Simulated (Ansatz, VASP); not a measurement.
# MgO: VASP beside Ansatz

INCAR

```
PREC     = Accurate       # precision mode
ENCUT    = 600            # plane-wave cutoff, eV
EDIFF    = 1E-6           # SCF threshold, eV
ISMEAR   = 0              # smearing method
SIGMA    = 0.02           # smearing width, eV
LREAL    = F              # projectors in reciprocal space
LASPH    = T              # aspherical terms in the spheres
NELM     = 60             # most SCF steps
ALGO     = Normal         # electronic algorithm
ISIF     = 3              # what is computed and relaxed
LWAVE    = F              # write WAVECAR
LCHARG   = F              # write CHGCAR
GGA      = PE             # functional
IBRION   = 2              # ionic algorithm
NSW      = 100            # ionic steps
EDIFFG   = -0.01          # ionic threshold
```

The input KPOINTS:

```
Automatic mesh
0
Gamma
  10 10 6
```

The input POSCAR:

```
MgO
1.0
    2.8288799266      0.0000000000      0.0000000000
    0.0000000000      2.8288799266      0.0000000000
    0.0000000000      0.0000000000      5.0728982557
Mg O
1 1
Direct
    0.0000000000      0.0000000000      0.0000000000
    0.5000000000      0.5000000000      0.0000000000
```

Input for Ansatz:

```yaml
crystal:
  lattice:
    - [2.8288799266, 0.0, 0.0]
    - [0.0, 2.8288799266, 0.0]
    - [0.0, 0.0, 5.0728982557]
  atoms:
    - { symbol: Mg, position: [0.0, 0.0, 0.0] }
    - { symbol: O, position: [0.5, 0.5, 0.0] }
basis:
  ecutwfc: 420
kpoints:
  mp_grid: { grid: [10, 10, 6] }
hamiltonian:
  xc: pbe
scf:
  occupations: { method: gaussian, width: 0.02 }
output:
  forces: true
  stress: true
  eigenvalues: true
  write_density: true
  write_potential: true
  elf: true
  volumetric_format: npy
relax:
  adjacent_minimum: "off"
  f_tol: 0.01
  max_steps: 80
  cell: { stress_tol: 0.05 }
```

Alike in both runs: task relaxation of cell and atoms; functional PBE; k mesh 10 × 10 × 6; occupations gaussian, width 0.02 eV; no spin polarisation.

|  | VASP | Ansatz |
| --- | --- | --- |
| version | VASP 6.6.1 | Ansatz 0.2.0 |
| potentials or method | VASP PAW PBE potentials, release 64 (Mg, O) | scalar-relativistic, plane waves, PAW |
| plane-wave cutoff (eV) | 600 | 420 |
| valence electrons in the cell | 8 | 16 |

Ansatz gave:

* gap on the k mesh at the Fermi level, each at its own relaxed structure (eV): 2.28
* relaxed volume (Å³/atom): 20.30
* relaxed cell length with the largest relative difference (Å): 5.073

Q: What did VASP give for the same quantities?

A: gap on the k mesh at the Fermi level, each at its own relaxed structure (eV): 2.15; relaxed volume (Å³/atom): 18.49; relaxed cell length with the largest relative difference (Å): 4.634.

One of these differences is far larger than is usual between the two programs; its cause wasn't traced. The two sets of potentials don't hold the same shells in valence.

A k mesh can miss the band edges.
